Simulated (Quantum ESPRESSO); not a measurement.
# Os under changes of volume

One of the cells (13.982 Å³/atom); the others are scaled copies at fixed shape and fractional positions:

```
Os
1.0
     2.73410    0.00000    0.00000
    -1.36705    2.36780    0.00000
     0.00000    0.00000    4.31970
Os
2
Direct
  0.66667 0.33333 0.75000
  0.33333 0.66667 0.25000
```

| Quantity | Value |
| --- | --- |
| Program | Quantum ESPRESSO 7.5 |
| Functional | PBE |
| Potentials or basis | SSSP 1.3 efficiency PBE |
| Cutoff | 748 eV |
| Density cutoff | 5987 eV |
| k mesh | 11 × 11 × 6 |
| Occupations | fermi-dirac, width 0.05 eV |
| Spin | no spin polarisation |

```csv
volume (Å³/atom),energy over the lowest point (meV/atom),pressure (GPa)
13.143,129.13,39.6
13.423,70.01,28.0
13.703,30.11,17.6
13.982,7.39,8.3
14.262,0.00,0.0
14.542,6.29,-7.4
14.821,?,?
```

Question: What does the run at 14.821 Å³/atom give?

Answer: Energy over the lowest point 24.78 meV/atom; pressure -14.0 GPa.

Worked out: A Birch-Murnaghan fit of order 3 (a polynomial in V^(-2/3)) to the other rows has its minimum at 14.27 Å³/atom with B0 = V·E''(V) = 399 GPa and B' = 4.7 at fixed shape and positions, which overstates the stiffness. It gives 24.83 meV/atom at 14.821 Å³/atom, against the run's 24.78, and -dE/dV = -13.9 GPa, against -14.0.

Energies are extrapolated to zero smearing.
